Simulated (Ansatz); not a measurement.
**Copper, bcc under revPBE: ground state and equation of state**

Aim: take copper in the bcc structure, relax it, solve it on a dense k-mesh, then scale the cell to 7 volumes from 88 to 112 % of the relaxed one and try a fit of the equation of state. Spin polarisation is left out. The k-meshes are 15×15×15 for the relaxation; 25×25×25 for the dense run; 17×17×17 for the volumes.

This is Cu in the bcc structure; at room conditions it is fcc.

Program: Ansatz 0.2.0. Level of theory: DFT revPBE, plane waves (420 eV) with PAW, scalar-relativistic; the PAW data stem from PBE, with regenerated cores. These are calculated values, not measurements.

## (1) Starting point

It takes space group Im-3m (No. 229, cubic). The conventional cell has a = 2.869 Å, b = 2.869 Å, c = 2.869 Å, α = 90.00°, β = 90.00°, γ = 90.00°. Cu (site symmetry m-3m) is surrounded by 8 Cu at 2.48 Å.

Structure file:

```xyz
1
Lattice="-1.4346 1.4346 1.4346 1.4346 -1.4346 1.4346 1.4346 1.4346 -1.4346" Properties=species:S:1:pos:R:3 pbc="T T T"
Cu    0.0000    0.0000    0.0000
```

## (2) Relaxing cell and atoms

The input, input.yaml:

```yaml
crystal:
  lattice:
    - [-1.4345978267, 1.4345978267, 1.4345978267]
    - [1.4345978267, -1.4345978267, 1.4345978267]
    - [1.4345978267, 1.4345978267, -1.4345978267]
  atoms:
    - { symbol: Cu, position: [0.0, 0.0, 0.0] }
hamiltonian:
  xc: revpbe
  pseudopotentials:
    kind: paw
    azcp:
      Cu: "pseudopotentials/Cu.paw.azcp"
basis:
  ecutwfc: 420
  fft_grid_basis: typed
kpoints:
  mp_grid: { grid: [15, 15, 15], shift: [0, 0, 0] }
magnetization:
  spin_polarized: false
scf:
  occupations: { method: fermi_dirac, width: 0.1 }
relax:
  max_steps: 60
  f_tol: 0.01
  cell: {}
```

The log of the run:

```text
Warning: RAYON_NUM_THREADS=2 ignored (pool sized by the plan → 2); use --threads N
Engine: ansatz 0.2.0, x86_64-unknown-linux-gnu
Pseudopotentials: kind: paw
Pseudopotential: Cu, paw, valence charge 19, recommended cutoff 420 eV (normal), <dir>
Functional definition: revPBE
  parameter kappa = 1.245
  parameter beta = 0.06672455060314922
  exchange = pbe_x(kappa = kappa, mu = beta*pi^2/3)
  correlation = pbe_c(beta = beta)
Crystal: 1 atoms, lattice volume = 11.810 Å³
Basis set: ecut = 420 eV, 225 PW (Γ), exchange–correlation on 36×36×36 points (8 copies of the dense FFT grid, shifted against one another)
Bands: 14, of which v1, the nominal top of the filled ones, is band 10 counted from 1 (9 counted from 0)
Symmetry: 48 space group operations
Space group: Im-3m (ITA 229), of the structure as read, at distance tolerance 2.3e-5 Å
k-points: 120 of 3375
Non-local potential: Cu, projectors of the file, l = 0: 3, l = 1: 2, l = 2: 3, l = 3: 1
PAW form: soft (Blöchl's): semilocal exchange-correlation on the pseudo side does not see the compensation charge
PAW frozen core: Cu, regenerated for the run's functional, and the local potential with it (the file was generated under x = pbe(κ = 0.804, μ = 0.2195149727645171), c = pbe(β = 0.06672455060314922))
PAW one-centre angular grid: Cu, 590 points (default); XC on 64 Gauss nodes
Initial density: superposition of atomic densities (neutral atoms: chi_scale 0, normalization atom), corrected by the library's trained network
Initial wavefunctions: pseudopotential atomic-orbital guess
Functional: x = revpbe(κ = 1.245, μ = 0.2195149727645171), c = pbe(β = 0.06672455060314922)
SCF iter   1: F=—  HF=-6628.838078 eV  |F-HF|=—  |Δ(HF+E_count)|=         —  Δρ=6.73e-3  dr2=2.65e-3  ethr=1.77e-3  ⟨swp⟩=5.3  Hψ=8355  notcnv=0
preconditioner: auto → none  [metal: Δε(μ)=0.068 eV  Ē_g=17.279 eV  σ=0.100 eV  W_gap=0.17  n_scr=0 (ndim 8)  ℏωp=35.8 eV  f_vac=0.000  D(μ)=0.30/eV (n_scr^D=0)]
SCF iter   2: F=—  HF=-6628.837588 eV  |F-HF|=—  |Δ(HF+E_count)|=   4.90e-4  Δρ=5.26e-4  dr2=1.20e-5  ethr=1.40e-5  ⟨swp⟩=1.9  Hψ=3193  notcnv=0
SCF iter   3: F=—  HF=-6628.837594 eV  |F-HF|=—  |Δ(HF+E_count)|=   6.10e-6  Δρ=3.99e-4  dr2=5.43e-6  ethr=6.33e-8  ⟨swp⟩=2.0  Hψ=2739  notcnv=0
SCF iter   4: F=—  HF=-6628.837601 eV  |F-HF|=—  |Δ(HF+E_count)|=   6.80e-6  Δρ=4.45e-5  dr2=5.58e-8  ethr=2.86e-8  ⟨swp⟩=2.1  Hψ=2045  notcnv=0
iter 5 did not close the SCF: its close was put off for the readings that it lacked (scf_convergence_deferred on its scf_iter line)
SCF iter   5: F=-6628.837601 eV  HF=-6628.837601 eV  |F-HF|=1.09e-9  |Δ(HF+E_count)|=   1.36e-7  Δρ=3.40e-6  dr2=3.10e-10  ethr=2.94e-10  ⟨swp⟩=2.0  Hψ=2742  notcnv=0
SCF iter   6: F=-6628.837601 eV  HF=-6628.837601 eV  |F-HF|=1.82e-12  |Δ(HF+E_count)|=  2.31e-10  Δρ=2.46e-7  dr2=2.38e-12  ethr=1.63e-12  ⟨swp⟩=1.1  Hψ=5013  notcnv=0
SCF 1 converged in 6 iterations: F = -6628.837601 eV  dr2 = 2.38e-12
relax step   1: F+E_penalty+E_count = -6628.83760132 eV  Δ(F+E_penalty+E_count) = +0.000e0 eV  max|allowed force component| = 0.000e0 eV/Å  Δτ_max = 0.0000 Å  P = +5.905 GPa  Ω = 11.810 Å³  (6 SCF iters, dr2 threshold 1.00e-7 eV, accepted)
Crystal: 1 atoms, lattice volume = 12.052 Å³
Initial density: handed on by an earlier stage of this run
Initial wavefunctions: those handed on with the density
iter 1 solved again at ethr=2.32e-5 eV; its pass at ethr=3.10e-3 eV (dr2=4.40e-3 eV) is discarded
SCF iter   1: F=—  HF=-6628.844948 eV  |F-HF|=—  |Δ(HF+E_count)|=         —  Δρ=7.56e-3  dr2=4.45e-3  ethr=2.32e-5  ⟨swp⟩=1.1  Hψ=10882  notcnv=0
preconditioner: auto → none  [metal: Δε(μ)=0.030 eV  Ē_g=17.053 eV  σ=0.100 eV  W_gap=0.07  n_scr=0 (ndim 8)  ℏωp=35.5 eV  f_vac=0.000  D(μ)=0.30/eV (n_scr^D=0)]
SCF iter   2: F=—  HF=-6628.844045 eV  |F-HF|=—  |Δ(HF+E_count)|=   9.02e-4  Δρ=5.86e-4  dr2=2.84e-5  ethr=2.32e-5  ⟨swp⟩=2.1  Hψ=2300  notcnv=0
SCF iter   3: F=—  HF=-6628.844004 eV  |F-HF|=—  |Δ(HF+E_count)|=   4.14e-5  Δρ=4.24e-4  dr2=1.86e-5  ethr=1.50e-7  ⟨swp⟩=2.6  Hψ=2706  notcnv=0
SCF iter   4: F=—  HF=-6628.843999 eV  |F-HF|=—  |Δ(HF+E_count)|=   4.70e-6  Δρ=4.04e-5  dr2=5.62e-8  ethr=9.78e-8  ⟨swp⟩=2.0  Hψ=2339  notcnv=0
iter 5 did not close the SCF: its close was put off for the readings that it lacked (scf_convergence_deferred on its scf_iter line)
SCF iter   5: F=-6628.843999 eV  HF=-6628.843999 eV  |F-HF|=9.73e-11  |Δ(HF+E_count)|=   1.71e-7  Δρ=1.81e-6  dr2=1.63e-10  ethr=2.96e-10  ⟨swp⟩=2.0  Hψ=2824  notcnv=0
SCF iter   6: F=-6628.843999 eV  HF=-6628.843999 eV  |F-HF|=1.82e-12  |Δ(HF+E_count)|=  1.27e-11  Δρ=1.73e-7  dr2=2.19e-12  ethr=1.00e-12  ⟨swp⟩=1.3  Hψ=4872  notcnv=0
SCF 2 converged in 6 iterations: F = -6628.843999 eV  dr2 = 2.19e-12
relax step   2: F+E_penalty+E_count = -6628.84399927 eV  Δ(F+E_penalty+E_count) = -6.398e-3 eV  max|allowed force component| = 0.000e0 eV/Å  Δτ_max = 0.0000 Å  P = +2.940 GPa  Ω = 12.052 Å³  energy of the carried Pulay correction = -2.288e-4 eV  (6 SCF iters, dr2 threshold 1.00e-7 eV, accepted)
Crystal: 1 atoms, lattice volume = 12.301 Å³
iter 1 solved again at ethr=2.44e-5 eV; its pass at ethr=3.10e-3 eV (dr2=4.64e-3 eV) is discarded
SCF iter   1: F=—  HF=-6628.847180 eV  |F-HF|=—  |Δ(HF+E_count)|=         —  Δρ=7.68e-3  dr2=4.69e-3  ethr=2.44e-5  ⟨swp⟩=1.0  Hψ=10869  notcnv=0
preconditioner: auto → none  [metal: Δε(μ)=0.116 eV  Ē_g=16.799 eV  σ=0.100 eV  W_gap=0.27  n_scr=0 (ndim 8)  ℏωp=35.1 eV  f_vac=0.000  D(μ)=0.31/eV (n_scr^D=0)]
SCF iter   2: F=—  HF=-6628.846238 eV  |F-HF|=—  |Δ(HF+E_count)|=   9.43e-4  Δρ=5.91e-4  dr2=3.12e-5  ethr=2.44e-5  ⟨swp⟩=2.1  Hψ=2288  notcnv=0
SCF iter   3: F=—  HF=-6628.846199 eV  |F-HF|=—  |Δ(HF+E_count)|=   3.92e-5  Δρ=4.32e-4  dr2=1.97e-5  ethr=1.64e-7  ⟨swp⟩=2.5  Hψ=2698  notcnv=0
SCF iter   4: F=—  HF=-6628.846192 eV  |F-HF|=—  |Δ(HF+E_count)|=   6.66e-6  Δρ=3.84e-5  dr2=5.24e-8  ethr=1.04e-7  ⟨swp⟩=2.0  Hψ=2340  notcnv=0
iter 5 did not close the SCF: its close was put off for the readings that it lacked (scf_convergence_deferred on its scf_iter line)
SCF iter   5: F=-6628.846192 eV  HF=-6628.846192 eV  |F-HF|=4.13e-10  |Δ(HF+E_count)|=   1.56e-7  Δρ=2.69e-6  dr2=2.85e-10  ethr=2.76e-10  ⟨swp⟩=2.0  Hψ=2824  notcnv=0
SCF iter   6: F=-6628.846192 eV  HF=-6628.846192 eV  |F-HF|=9.09e-13  |Δ(HF+E_count)|=  9.55e-11  Δρ=1.98e-7  dr2=2.67e-12  ethr=1.50e-12  ⟨swp⟩=1.0  Hψ=4987  notcnv=0
SCF 3 converged in 6 iterations: F = -6628.846192 eV  dr2 = 2.67e-12
relax step   3: F+E_penalty+E_count = -6628.84619205 eV  Δ(F+E_penalty+E_count) = -2.193e-3 eV  max|allowed force component| = 0.000e0 eV/Å  Δτ_max = 0.0000 Å  P = +0.230 GPa  Ω = 12.301 Å³  energy of the carried Pulay correction = -4.602e-4 eV  (6 SCF iters, dr2 threshold 1.00e-7 eV, accepted)
Crystal: 1 atoms, lattice volume = 12.323 Å³
iter 1 solved again at ethr=1.79e-7 eV; its pass at ethr=3.10e-3 eV (dr2=3.40e-5 eV) is discarded
SCF iter   1: F=—  HF=-6628.846197 eV  |F-HF|=—  |Δ(HF+E_count)|=         —  Δρ=6.55e-4  dr2=3.42e-5  ethr=1.79e-7  ⟨swp⟩=2.2  Hψ=10223  notcnv=0
preconditioner: auto → none  [metal: Δε(μ)=0.108 eV  Ē_g=16.737 eV  σ=0.100 eV  W_gap=0.25  n_scr=0 (ndim 8)  ℏωp=35.1 eV  f_vac=0.000  D(μ)=0.31/eV (n_scr^D=0)]
SCF iter   2: F=—  HF=-6628.846189 eV  |F-HF|=—  |Δ(HF+E_count)|=   8.61e-6  Δρ=5.13e-5  dr2=2.59e-7  ethr=1.79e-7  ⟨swp⟩=2.0  Hψ=2270  notcnv=0
SCF iter   3: F=—  HF=-6628.846188 eV  |F-HF|=—  |Δ(HF+E_count)|=   2.41e-7  Δρ=3.60e-5  dr2=1.36e-7  ethr=1.36e-9  ⟨swp⟩=2.1  Hψ=2409  notcnv=0
iter 4 did not close the SCF: its close was put off for the readings that it lacked (scf_convergence_deferred on its scf_iter line)
SCF iter   4: F=-6628.846188 eV  HF=-6628.846188 eV  |F-HF|=5.49e-10  |Δ(HF+E_count)|=   3.37e-8  Δρ=3.09e-6  dr2=3.72e-10  ethr=7.18e-10  ⟨swp⟩=2.0  Hψ=2340  notcnv=0
iter 5 did not close the SCF: its close was put off for the readings that it lacked (scf_convergence_deferred on its scf_iter line)
SCF iter   5: F=-6628.846188 eV  HF=-6628.846188 eV  |F-HF|=1.46e-11  |Δ(HF+E_count)|=   1.02e-9  Δρ=4.40e-7  dr2=8.07e-12  ethr=1.96e-12  ⟨swp⟩=2.0  Hψ=2824  notcnv=0
SCF iter   6: F=-6628.846188 eV  HF=-6628.846188 eV  |F-HF|=0.00e0  |Δ(HF+E_count)|=  3.64e-12  Δρ=2.05e-8  dr2=1.68e-14  ethr=1.00e-12  ⟨swp⟩=1.0  Hψ=3843  notcnv=0
SCF 4 converged in 6 iterations: F = -6628.846188 eV  dr2 = 1.68e-14
relax step   4: F+E_penalty+E_count = -6628.84618838 eV  Δ(F+E_penalty+E_count) = +3.674e-6 eV  max|allowed force component| = 0.000e0 eV/Å  Δτ_max = 0.0000 Å  P = +0.010 GPa  Ω = 12.323 Å³  energy of the carried Pulay correction = -4.801e-4 eV  (6 SCF iters, dr2 threshold 1.00e-7 eV, accepted)
Initial wavefunctions: pseudopotential atomic-orbital guess (no wavefunctions were taken with the density)
iter 1 solved again at ethr=1.32e-8 eV; its pass at ethr=3.10e-3 eV (dr2=2.51e-6 eV) is discarded
SCF iter   1: F=—  HF=-6628.846189 eV  |F-HF|=—  |Δ(HF+E_count)|=         —  Δρ=9.63e-4  dr2=2.54e-6  ethr=1.32e-8  ⟨swp⟩=3.0  Hψ=13324  notcnv=0
preconditioner: auto → none  [metal: Δε(μ)=0.107 eV  Ē_g=16.733 eV  σ=0.100 eV  W_gap=0.25  n_scr=0 (ndim 8)  ℏωp=35.1 eV  f_vac=0.000  D(μ)=0.31/eV (n_scr^D=0)]
SCF iter   2: F=—  HF=-6628.846489 eV  |F-HF|=—  |Δ(HF+E_count)|=   3.00e-4  Δρ=4.83e-4  dr2=7.69e-7  ethr=1.32e-8  ⟨swp⟩=2.0  Hψ=2333  notcnv=0
SCF iter   3: F=—  HF=-6628.846582 eV  |F-HF|=—  |Δ(HF+E_count)|=   9.22e-5  Δρ=5.19e-5  dr2=6.55e-8  ethr=4.05e-9  ⟨swp⟩=1.4  Hψ=1732  notcnv=0
SCF iter   4: F=—  HF=-6628.846582 eV  |F-HF|=—  |Δ(HF+E_count)|=   6.89e-7  Δρ=8.17e-6  dr2=4.60e-10  ethr=3.45e-10  ⟨swp⟩=2.0  Hψ=2296  notcnv=0
SCF iter   5: F=—  HF=-6628.846582 eV  |F-HF|=—  |Δ(HF+E_count)|=   2.54e-8  Δρ=6.07e-7  dr2=2.54e-11  ethr=2.42e-12  ⟨swp⟩=2.0  Hψ=2363  notcnv=0
SCF iter   6: F=-6628.846582 eV  HF=-6628.846582 eV  |F-HF|=2.73e-12  |Δ(HF+E_count)|=  4.18e-11  Δρ=6.30e-8  dr2=5.49e-14  ethr=1.00e-12  ⟨swp⟩=4.6  Hψ=5840  notcnv=0
SCF 5 converged in 6 iterations: F = -6628.846582 eV  dr2 = 5.49e-14
relax step   5: F+E_penalty+E_count = -6628.84658230 eV  Δ(F+E_penalty+E_count) = -3.939e-4 eV  max|allowed force component| = 0.000e0 eV/Å  Δτ_max = 0.0000 Å  P = -0.042 GPa  Ω = 12.323 Å³  stress off target by 4.16e-2 GPa  SCF on the basis re-selected at this cell (its energy is not comparable with the rows above)  (6 SCF iters)
basis re-selected at this cell: Δ(F+E_penalty+E_count) = -3.939e-4 eV, ΔP = -0.052 GPa vs the last step (what re-selecting the basis moved, of the pressure what is left beyond the Pulay correction that the steps carried, after the strain that the cell walked since its last selection, with what the two solves' SCF thresholds leave and, on support functions, any second-order correction that the steps lacked; it is no measure of the basis error at this ecutwfc). This SCF's stress stands 4.16e-2 GPa from its target on what of the cell is left free (relax.cell.stress_tol is 5.00e-2 GPa) and its largest allowed force component is 0.00e0 eV/Å (relax.f_tol is 1.00e-2 eV/Å): within both
SCF converged after 6 iterations
Free energy (F): -6628.846582 eV
Harris-Foulkes:  -6628.846582 eV  (|F-HF|=2.73e-12)
Internal energy: -6628.836588 eV  (E = F + TS)
E sigma→0 (E₀):  -6628.841585 eV
Entropy (-TS):   -0.009995 eV (-9.995 meV/atom)
Fermi energy:    15.956730 eV
--- Per-component energies (eV) ---
  E_band       = -372.561874
  E_kinetic    = 299.288325
  E_local      = -4128.626334  (includes V_loc(G=0)·N_el)
  E_nonlocal   = 390.327124
  E_hartree    = 1817.153454
  E_xc         = -89.219988
  E_vxc        = -114.987061  (∫ρ·V_xc dr)
  E_paw        = -1667.414276  (= ΣΔE_a)
  E_vpaw       = -452.871083  (= ΣTr[D̂ρ^β])
  E_aug_tail   = 0.000257  (compensation charges beyond the density's cutoff)
  E_ewald      = -3250.315197
  E_core_change = -0.029953  (= ΣΔE_core)
  E_smearing   = -0.009995  (= −TS)
  E_closure    = 0.000000  (closes the sum)
  Σ components = -6628.846582   (vs F -6628.846582, Δ=0.00e0)
--- Forces (eV/Å), atoms counted from 1 ---
  atom   1  Cu     0.00000000     0.00000000    -0.00000000
  max |Σ_I F_I| component: 6.37e-32 eV/Å
--- Stress (GPa, compression-positive) ---
       -0.041566      -0.000000      -0.000000
       -0.000000      -0.041566       0.000000
        0.000000       0.000000      -0.041566
  P = ⅓ Tr σ = -0.0416 GPa (-0.416 kbar)
--- Relaxed structure (4 steps of the walk, 4 accepted, 1 SCFs on fresh bases) ---
  F+E_penalty+E_count = -6628.84658230 eV   max|allowed force component| = 0.000e0 eV/Å   (the final SCF, on the basis selected at the relaxed cell)
  cell:  # Å, volume = 12.3228 Å³
    - [-1.4550685286095628, 1.4550685286095628, 1.4550685286095628]
    - [1.4550685286095628, -1.4550685286095628, 1.4550685286095628]
    - [1.4550685286095628, 1.4550685286095628, -1.4550685286095628]
  atoms:
    - { symbol: Cu, position: [0.0, 0.0, 0.0] }
```

Wall time 3.1 s (2 threads of an x86-64 CPU, shared host); peak memory 0.36 GiB.

The steps of the relaxation:

```tsv
step	energy change (meV/atom)	largest force (eV/Å)	pressure (GPa)	volume (Å³/atom)
1	0.00	0.0000	5.91	11.810
2	-6.40	0.0000	2.94	12.052
3	-8.59	0.0000	0.23	12.301
4	-8.59	0.0000	0.01	12.323
5	-8.98	0.0000	-0.04	12.323
```

Steps that repeat a cell are solved on a basis chosen anew, so their changes of energy are no gain of the relaxation.

Changes in the cell that was computed:

|  | before | after | change |
| --- | --- | --- | --- |
| a (Å) | 2.485 | 2.520 | +1.4 % |
| b (Å) | 2.485 | 2.520 | +1.4 % |
| c (Å) | 2.485 | 2.520 | +1.4 % |
| volume (Å³/atom) | 11.810 | 12.323 | +4.3 % |
| shortest distance (Å) | 2.485 | 2.520 | +1.4 % |
| space group (spins left aside) | Im-3m | Im-3m | same |

## (3) Single point on a dense mesh

The input, input.yaml:

```yaml
crystal:
  lattice:
    - [-1.4550685286, 1.4550685286, 1.4550685286]
    - [1.4550685286, -1.4550685286, 1.4550685286]
    - [1.4550685286, 1.4550685286, -1.4550685286]
  atoms:
    - { symbol: Cu, position: [0.0, 0.0, 0.0] }
hamiltonian:
  xc: revpbe
  pseudopotentials:
    kind: paw
    azcp:
      Cu: "pseudopotentials/Cu.paw.azcp"
basis:
  ecutwfc: 420
  fft_grid_basis: typed
kpoints:
  mp_grid: { grid: [25, 25, 25], shift: [0, 0, 0] }
magnetization:
  spin_polarized: false
scf:
  occupations: { method: fermi_dirac, width: 0.1 }
output:
  write_density: true
  write_potential: true
  elf: true
  volumetric_format: npy
```

The log of the run, cut to the lines that bear on the results:

```text
Warning: RAYON_NUM_THREADS=2 ignored (pool sized by the plan → 2); use --threads N
[...]
[... 3 set-up lines as earlier in the session ...]
[...]
Crystal: 1 atoms, lattice volume = 12.323 Å³
Basis set: ecut = 420 eV, 225 PW (Γ)
Bands: 14, of which v1, the nominal top of the filled ones, is band 10 counted from 1 (9 counted from 0)
[... 2 set-up lines as earlier in the session ...]
k-points: 455 of 15625
[...]
SCF iter   1: F=—  HF=-6628.845134 eV  |F-HF|=—  |Δ(HF+E_count)|=         —  Δρ=6.56e-3  dr2=2.64e-3  ethr=1.77e-3  ⟨swp⟩=5.4  Hψ=31767  notcnv=0
[...]
SCF iter   6: F=-6628.844678 eV  HF=-6628.844678 eV  |F-HF|=1.82e-12  |Δ(HF+E_count)|=  5.93e-10  Δρ=1.69e-7  dr2=1.11e-12  ethr=1.41e-12  ⟨swp⟩=1.4  Hψ=19300  notcnv=0
[...]
SCF converged after 6 iterations
Free energy (F): -6628.844678 eV
[...]
E sigma→0 (E₀):  -6628.839597 eV
Entropy (-TS):   -0.010162 eV (-10.162 meV/atom)
Fermi energy:    15.980561 eV
[...]
--- Band table (eV; the first three rows and the last of 455) ---
  k-point 0: bands = ["-96.5951", "-53.8598", "-53.8598", "-53.8598", "6.9070", "13.0372", "13.0372", "13.0372", "13.9947", "13.9947", "40.6119", "40.6119", "40.6119", "43.2672"]
[...]
```

It took 2.2 s on 2 threads of an x86-64 CPU, shared host; peak memory 0.42 GiB.

The maps below are laid out on this run's own conventional cell (a, b, c = 2.910, 2.910, 2.910 Å).

Density in a lattice plane of the grid's cell (edges 2.91 and 2.91 Å, at 0.000 of the third edge), which holds Cu.

Values in e/Å³, 12 rows by 12 columns:
```
40.33 24.29  7.08  1.26  0.39  0.22  0.18  0.22  0.39  1.26  7.03 24.20
10.92  7.08  2.56  0.67  0.30  0.20  0.18  0.20  0.30  0.67  2.55  7.03
 1.66  1.26  0.67  0.33  0.23  0.19  0.18  0.19  0.23  0.33  0.67  1.26
 0.44  0.39  0.30  0.23  0.20  0.18  0.18  0.18  0.20  0.23  0.30  0.39
 0.23  0.22  0.20  0.19  0.18  0.18  0.18  0.18  0.18  0.19  0.20  0.22
 0.18  0.18  0.18  0.18  0.18  0.18  0.18  0.18  0.18  0.18  0.18  0.18
 0.23  0.22  0.20  0.19  0.18  0.18  0.18  0.18  0.18  0.19  0.20  0.22
 0.44  0.39  0.30  0.23  0.20  0.18  0.18  0.18  0.20  0.23  0.30  0.39
 1.66  1.26  0.67  0.33  0.23  0.19  0.18  0.19  0.23  0.33  0.67  1.26
10.92  7.03  2.55  0.67  0.30  0.20  0.18  0.20  0.30  0.67  2.56  7.08
40.33 24.20  7.03  1.26  0.39  0.22  0.18  0.22  0.39  1.26  7.08 24.29
70.12 40.33 10.92  1.66  0.44  0.23  0.18  0.23  0.44  1.66 10.92 40.33
```
Columns run along the first of these edges and rows up along the second, over one cell in 12 and 12 even steps from the bottom left corner. Atoms in the plane (fractional): Cu at (0.00, 0.00).

ELF in the same plane.

Ten even steps from '0' (0.16) to '9' (0.93):
```
987421000000100000012478
765310000000100000001356
432110000001110000001123
111000000011111000000011
000000000111111100000000
000000000111111100000000
000000011111111111000000
000000111111111111100000
000111111111111111111100
111111111111111111111111
000111111111111111111100
000000111111111111100000
000000011111111111000000
000000000111111100000000
000000000111111100000000
111000000011111000000011
432110000001110000001123
765310000000100000001356
987421000000100000012478
998531000000100000013589
```
Columns run along the first of these edges and rows up along the second, over one cell in 24 and 20 even steps from the bottom left corner. Atoms in the plane (fractional): Cu at (0.00, 0.00).

Both are smooth fields of the valence electrons: close to the nuclei they are not physical.

## (4) Equation of state: 88 %

The input, input.yaml:

```yaml
crystal:
  lattice:
    - [-1.3943688483, 1.3943688483, 1.3943688483]
    - [1.3943688483, -1.3943688483, 1.3943688483]
    - [1.3943688483, 1.3943688483, -1.3943688483]
  atoms:
    - { symbol: Cu, position: [0.0, 0.0, 0.0] }
hamiltonian:
  xc: revpbe
  pseudopotentials:
    kind: paw
    azcp:
      Cu: "pseudopotentials/Cu.paw.azcp"
basis:
  ecutwfc: 420
  fft_grid_basis: typed
kpoints:
  mp_grid: { grid: [17, 17, 17], shift: [0, 0, 0] }
magnetization:
  spin_polarized: false
scf:
  occupations: { method: fermi_dirac, width: 0.1 }
  lower_state_search: "off"
output:
  stress: true
  write_density: true
  write_potential: true
  elf: true
  volumetric_format: npy
```

The log of the run, cut to the lines that bear on the results:

```text
Warning: RAYON_NUM_THREADS=2 ignored (pool sized by the plan → 2); use --threads N
[...]
[... 3 set-up lines as earlier in the session ...]
[...]
Crystal: 1 atoms, lattice volume = 10.844 Å³
Basis set: ecut = 420 eV, 201 PW (Γ)
Bands: 14, of which v1, the nominal top of the filled ones, is band 10 counted from 1 (9 counted from 0)
[... 1 set-up line as earlier in the session ...]
Space group: Im-3m (ITA 229), of the structure as read, at distance tolerance 2.2e-5 Å
k-points: 165 of 4913
[...]
SCF iter   1: F=—  HF=-6628.756531 eV  |F-HF|=—  |Δ(HF+E_count)|=         —  Δρ=6.96e-3  dr2=2.62e-3  ethr=1.77e-3  ⟨swp⟩=5.3  Hψ=11672  notcnv=0
[...]
SCF iter   6: F=-6628.756025 eV  HF=-6628.756025 eV  |F-HF|=5.46e-11  |Δ(HF+E_count)|=  1.00e-11  Δρ=8.27e-7  dr2=3.56e-11  ethr=4.72e-11  ⟨swp⟩=5.5  Hψ=12231  notcnv=0
[...]
SCF converged after 6 iterations
Free energy (F): -6628.756025 eV
[...]
E sigma→0 (E₀):  -6628.751903 eV
Entropy (-TS):   -0.008244 eV (-8.244 meV/atom)
Fermi energy:    18.789251 eV
[...]
--- Stress (GPa, compression-positive) ---
       22.283731      -0.000000      -0.000000
       -0.000000      22.283731      -0.000000
       -0.000000      -0.000000      22.283731
  P = ⅓ Tr σ = 22.2837 GPa (222.837 kbar)
--- Band table (eV; the first three rows and the last of 165) ---
  k-point 0: bands = ["-94.1032", "-51.3327", "-51.3327", "-51.3327", "8.7237", "15.4388", "15.4388", "15.4388", "16.5944", "16.5944", "44.6795", "44.6795", "44.6795", "48.8987"]
[...]
```

Run time: 1.6 s. Hardware: 2 threads of an x86-64 CPU, shared host; peak memory 0.36 GiB.

[end of part 1 of 2]
